Sulfide crystals computed with Ansatz 0.2.0 in all-electron LAPW with PBEsol, scalar-relativistic and without spin polarisation, at fixed cells and atomic positions, with Fermi-Dirac smearing of 0.01 to 0.05 eV. Gaps are Kohn-Sham gaps, and site data are for the first S site of each crystal. Bader charges, negative for gained electrons, are from frozen-core PAW in the same cells.

| compound | space group | site of S | cell | nearest neighbour | distance (Å) | first-shell neighbours | volume (Å³/atom) | gap (eV) | smallest direct gap on the path (eV) | Bader charge of S (e) |
| --- | --- | --- | --- | --- | --- | --- | --- | --- | --- | --- |
| PbS | 225 | 4:m-3m | measured cell (COD) | Pb | 2.96 | 6 | 26.1 | 0.24 | 0.24 | n/a |
| MoS2 | 160 | 3:3m | measured cell (COD) | Mo | 2.36 | 3 | 17.7 | 0.63 | 1.63 | -0.60 |
| CdS | 216 | 4:-43m | Materials Project cell | Cd | 2.55 | 4 | 25.5 | 0.95 | 0.95 | -0.82 |
| WS2 | 160 | 3:3m | measured cell (COD) | W | 2.39 | 3 | 17.7 | 0.97 | 1.89 | -0.67 |
| ZnS | 216 | 4:-43m | measured cell (COD) | Zn | 2.34 | 4 | 19.8 | 1.96 | 1.96 | -0.86 |
| MgS | 216 | 4:-43m | relaxed with PAW | Mg | 2.47 | 4 | 23.1 | 3.21 | 3.21 | n/a |

A band gap has two ends, the top of the filled bands and the bottom of the empty ones, and either can move. In these sulfides the filled end is largely sulfur 3p, except in the layered pair, where metal d states share it. Distance to the nearest neighbour alone doesn't order the rows: MoS₂ has nearly the shortest bond and nearly the narrowest gap. It also matters which other levels lie close enough to push on the two ends.

**PbS: bands that nearly meet.** Averaged over all electron momenta, the highest filled and lowest empty bands of PbS are 3.7 eV apart, more than in either layered sulfide. Yet its gap is the smallest in the table, 0.24 eV, so the two bands must come close only in a limited range of momentum. Standard band theory names the cause. Lead keeps a filled 6s pair below the sulfur 3p bands, and the two can mix. Symmetry forbids this at zero momentum; at the zone-boundary point called L the mixing is strongest and pushes the sulfur level up towards the empty lead 6p level. Spin-orbit coupling, left out here, is known to change this gap by about as much as the gap itself, so the row shows a narrow gap but not its size.

**MoS₂ and WS₂: a gap shaped by stacking.** Here the metal keeps two d electrons, and the gap opens between filled and empty states that both have much metal d character. Imagine first the layers pulled far apart. An electron's energy could then not depend on its momentum along the stacking axis, and the bands would be flat in that direction. In the computed crystals the top filled band instead rises by about 1.2 eV along this axis, which measures how strongly the layers are coupled.

The highest filled state lies at the top of that rise, so the coupling is expected to narrow the gap. The lowest empty state lies at a different momentum. The gap is therefore indirect, and the smallest direct gap is wider by 1.0 eV in MoS₂ and 0.9 eV in WS₂. Spin-orbit coupling, left out here too, is known to split the upper valence bands of WS₂ and would shrink its direct gap somewhat. The difference between the two compounds can't be credited to the metal alone. The atoms were held in place under sizeable forces, strongest on the sulfur of MoS₂, so a change of metal and a change of shape come together. For the same reason the near tie between WS₂ and CdS is not an order to explain.

**CdS to ZnS: the empty end moves.** These two share the zincblende structure, four neighbours and a direct gap, so they can be compared closely. The gap doubles from 0.95 to 1.96 eV, while the Bader charge of sulfur, a measure of how many electrons it has gained, changes only from −0.82 to −0.86. Charge transfer is thus a poor guide to this step.

To see which end moves, each can be measured from a deep level of the same sulfur atom, the 2p core level. Going from ZnS to CdS, the empty end falls by 1.2 eV. The filled end falls too, by 0.2 eV, which on its own would widen the gap. With the sulfur 3s level as the ruler both falls are larger, but the reading is the same: the gap narrows because the empty end comes down.

Theory gives a reason. The lowest empty state is an antibonding mixture of metal s and sulfur s. In the limit of distant atoms it would sink back to the plain metal level; at bond distance the overlap holds it up. The longer bond of CdS holds it up less. The metal changes together with the bond, however, so these two rows don't isolate the effect of length.

**MgS: the filled end moves.** Its bond is longer than that of ZnS and shorter than that of CdS. If magnesium were just another metal of their kind, its gap should lie between theirs. A straight line in bond length, drawn through ZnS and CdS only, turns this into a number:

- position of MgS between the two: (2.47 − 2.34) / (2.55 − 2.34) = 0.62
- expected gap: 1.96 − 0.62 × (1.96 − 0.95) = 1.33 eV

The computed gap is 3.21 eV, about 1.9 eV wider. MgS took no part in drawing the line, and the size of the miss shows that something other than bond length is at work.

The same line can be drawn for each end of the gap. Measured from the sulfur 2p level, the filled end of MgS lies 1.4 eV lower than the line expects and the empty end 0.4 eV higher. About three quarters of the extra gap therefore comes from the filled end, and the 3s ruler gives nearly the same share. The printed output after this text lists both versions. The smaller part fits the outer s level of magnesium, which is less tightly bound than that of zinc or cadmium.

For the larger part, the d electrons are one cause. Zinc and cadmium have a filled d shell, here 6 to 8 eV below the top of the sulfur 3p bands; magnesium has none. Two filled levels that mix push each other apart, and the upper one, sulfur 3p, is driven towards the gap. MgS is the limiting case in which this push is absent.

The size of the push can be estimated from the d levels themselves. At the momentum where the gap lies, symmetry lets three of the five d levels mix with sulfur 3p and forbids it to the other two. In the simplest two-level picture the lower level sinks as far as the upper one rises, so, if the two groups of d levels would otherwise coincide, the distance between them gives the rise of sulfur 3p. That distance is about 0.5 eV in both ZnS and CdS. On this rough estimate the push has the right sign but accounts for only about a third of the 1.4 eV.

Several limits bear on how far the lead of MgS can be trusted. Semilocal functionals place filled d levels too high, too close to sulfur 3p, which exaggerates the push in ZnS and CdS and so the contrast with MgS. They also give gaps below measured ones, so none of these values should be read as an absorption edge. Moreover, the row describes zincblende MgS, whereas the stable bulk form has the rocksalt structure. All three zincblende cells are also slightly stretched at this level of theory, that of MgS included, although the table calls it relaxed. Stretching lowers such gaps, by roughly a tenth of an electronvolt in ZnS and CdS, which is small beside the lead of MgS.

What the table leaves open is the remaining 1 eV or so by which the filled end of MgS lies low. The same runs give a clue: from bottom to top, the sulfur 3p bands span 3.1 eV in MgS, against 4.2 eV in CdS and 5.2 eV in ZnS. The low top thus goes with narrower bands. The sulfur levels used as rulers may shift with the charge on sulfur, which is missing for MgS, but such a shift would move both ends of the bands alike and couldn't narrow them. Mixing with the metal can widen them, and the two-level picture may understate it: it neglects the overlap of the orbitals, which would drive the upper level up by more than the lower one sinks. How much of the 1 eV this explains can't be told from these rows.

Output of the analysis:

```
Rank correlation of gap with bond length, six rows: -0.4286
Gap of ZnS less gap of CdS (eV): 1.01
Bader charge of S in ZnS less that in CdS (e): -0.04
CdS less ZnS, valence top from S 2p (eV): -0.2088
CdS less ZnS, conduction edge from S 2p (eV): -1.224
CdS less ZnS, conduction edge from S 3s (eV): -1.932
CdS less ZnS, valence top from S 3s (eV): -0.9163
Gap of MgS expected from the ZnS-CdS line in bond length (eV): 1.335
Computed gap of MgS less that expectation (eV): 1.875
MgS less line, valence top, S 2p ruler (eV): -1.425
MgS less line, conduction edge, S 2p ruler (eV): 0.4465
MgS less line, valence top, S 3s ruler (eV): -1.356
MgS less line, conduction edge, S 3s ruler (eV): 0.5161
Share of the excess from the valence top, S 2p and S 3s rulers (percent): 76.14, 72.43
Two-level estimate of the p-d push in ZnS and CdS (eV): 0.4953, 0.4518
Valence drop of MgS left after the mean p-d push, S 2p ruler (eV): 0.9516
Mean separation of the two edge bands in PbS, MoS2, WS2 (PAW), CdS, ZnS (eV): 3.702, 2.778, 3.087, 4.888, 5.606
Rise of the top valence band along the stacking axis in MoS2 and WS2 (PAW) (eV): 1.201, 1.232
Direct gap less smallest gap:
   row  difference_eV
   PbS              0
  MoS2              1
   CdS              0
   WS2           0.92
   ZnS              0
   MgS              0
```
